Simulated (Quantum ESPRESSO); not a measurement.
The system is La2O3.

```
La O
1.0
     3.93078    0.00000    0.00000
    -1.96539    3.40415    0.00000
     0.00000    0.00000    6.11195
La O
2 3
Direct
  0.33333 0.66667 0.24624
  0.66667 0.33333 0.75376
  0.00000 0.00000 0.00000
  0.33333 0.66667 0.64589
  0.66667 0.33333 0.35411
```

The cell is a database's computed one.

Base run:

```yaml
Program: Quantum ESPRESSO 7.5
Functional: PBEsol
Potentials_or_basis: GBRV 1.5 PBEsol
Cutoff: 612 eV
Density_cutoff: 4898 eV
k_mesh: 6 × 6 × 4, shifted
Occupations: fermi-dirac, width 0.05 eV
Spin: no spin polarisation
```

Its results: pressure -2.7 GPa; largest force 0.077 eV/Å.

Task: After a change of settings the same cell gave: pressure -1.6 GPa; largest force 0.189 eV/Å. Which change was it?
A. k mesh from 6 × 6 × 4, shifted to 2 × 2 × 2, shifted
B. k mesh from 6 × 6 × 4, shifted to 4 × 4 × 2, shifted
C. k mesh from 6 × 6 × 4, shifted to 4 × 4 × 4, shifted
D. k mesh from 6 × 6 × 4, shifted to 8 × 8 × 6, shifted

Result: A.

Caveats: some runs use coarse meshes.
